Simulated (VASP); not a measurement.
A run of VASP 6.6.1 is set up as follows.

POSCAR

```
InP
1.0
    2.9269267339      2.9269267339      0.0000000000
   -2.9269267339      2.9269267339      0.0000000000
    0.0000000000      2.9269267339      2.9269267339
In P
1 1
Direct
    0.0000000000      0.0000000000      0.0000000000
    0.7500000000      0.2500000000      0.5000000000
```

Contents of INCAR.step1:

```
SYSTEM = InP
  PREC = Accurate
  ENCUT = 520
  ISMEAR = 0
  SIGMA = 0.01
  LREAL = .FALSE.
  LASPH = .TRUE.
  NELM = 100
  NBANDS = 16
  GGA = PE
  ALGO = Normal
  EDIFF = 1E-4
  LWAVE = .TRUE.
  LCHARG = .FALSE.
```

The input INCAR.step2:

```
SYSTEM = InP
  PREC = Accurate
  ENCUT = 520
  EDIFF = 1E-6
  ISMEAR = 0
  SIGMA = 0.01
  LREAL = .FALSE.
  LASPH = .TRUE.
  NELM = 100
  ALGO = Normal
  ISIF = 2
  LWAVE = .FALSE.
  LCHARG = .FALSE.
  METAGGA = R2SCAN
  LMIXTAU = .TRUE.
  NBANDS = 16
  ISTART = 1
```

KPOINTS

```
Automatic mesh
0
G
  8 8 8
  0 0 0
```

Potentials or basis: VASP PAW PBE potentials, release 64 (In_d, P).

Command:

```sh
$ cat potpaw_PBE.64/In_d/POTCAR potpaw_PBE.64/P/POTCAR > POTCAR
$ cp INCAR.step1 INCAR
$ mpirun -np 1 vasp_std > vasp.out
$ cp INCAR.step2 INCAR
$ mpirun -np 1 vasp_std > vasp.out
```

Problem. Estimate the band gap on the k mesh.

Solution. 1.19 eV, direct.

Problem. Estimate the pressure.

Solution. 1.9 GPa.

Caveat: the PAW data sets were made with another functional, which shifts forces and pressure a little; spin-orbit coupling is left out, which moves the levels of the heavy elements.

**The experiment to reproduce.**

From a printed reference work, data compilation, for a bulk crystal of InP at 1.6 K: band gap 1.4236 eV (direct).

Against the measured gap of InP, 1.4236 eV (direct; 1.6 K; a printed reference work, data compilation), the calculated 1.19 eV is off by -0.23 eV. Spin-orbit coupling on In is left out. The value is that of r2SCAN, without temperature or zero-point motion.
